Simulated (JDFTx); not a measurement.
**HfS2: equation of state with PBEsol**

Crystal: HfS2.

```
Hf S
1.0
     3.63966    0.00000    0.00000
    -1.81983    3.15204    0.00000
     0.00000    0.00000    6.05556
Hf S
1 2
Direct
  0.00000 0.00000 0.00000
  0.33333 0.66667 0.23605
  0.66667 0.33333 0.76395
```

The cell is a database's computed one.

* Program: JDFTx 1.7.0 (patched build)
* Task: equation of state
* Functional: PBEsol
* Potentials or basis: PseudoDojo-SR-PBEsol-0.4.1-standard with smoothed tails
* Cutoff: 789 eV
* Density cutoff: 6313 eV
* k mesh: 8 × 8 × 5
* Occupations: fermi-dirac, width 0.05 eV
* Spin: no spin polarisation

```json
{
  "Equilibrium volume": "22.76 Å³/atom",
  "Bulk modulus at fixed shape and positions": "98 GPa",
  "Pressure derivative of the bulk modulus": "4.1"
}
```

Energy against volume, from the lowest point:
| volume (Å³/atom) | energy (meV/atom) |
| --- | --- |
| 21.768 | 14.24 |
| 22.231 | 3.88 |
| 22.694 | 0.00 |
| 23.157 | 1.96 |
| 23.620 | 9.20 |
| 24.084 | 21.19 |
| 24.547 | 37.48 |

Caveat: the cell was scaled at fixed shape and fractional positions, which overstates the stiffness of a crystal with free parameters, most of all of layers and chains; this functional lacks dispersion, which binds the layers, so the pressure and a relaxed spacing across them are unreliable. Spin-orbit coupling is left out, which matters for the levels of Hf.
